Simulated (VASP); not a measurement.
The system is InP.

```
In P
1.0
     0.00000    2.93050    2.93050
     2.93050    0.00000    2.93050
     2.93050    2.93050    0.00000
In P
1 1
Direct
  0.00000 0.00000 0.00000
  0.25000 0.25000 0.25000
```

Base run:

| Item | Value |
| --- | --- |
| Program | VASP 6.6.1 |
| Functional | PBE |
| Potentials or basis | VASP PAW PBE potentials, release 64 (In_d, P) |
| Cutoff | 520 eV |
| k mesh | 7 × 7 × 7 |
| Occupations | fermi-dirac, width 0.02 eV |
| Spin | no spin polarisation |

Its results: band gap on the k mesh 0.71 eV, direct; pressure 3.3 GPa.

Q: The run is repeated on the same cell with these changes: functional from PBE to PBEsol. What comes out?

A: Band gap on the k mesh 0.61 eV, direct; pressure 0.6 GPa.

PBEsol binds more tightly than PBE, so the same cell stands under less pressure.

Caveats: spin-orbit coupling is left out, which moves the levels of the heavy elements; an odd mesh through Γ misses points on the zone boundary, where band edges often lie; the PAW data sets were made with another functional, which shifts forces and pressure a little (some runs).

Not every run made on this cell is shown here.
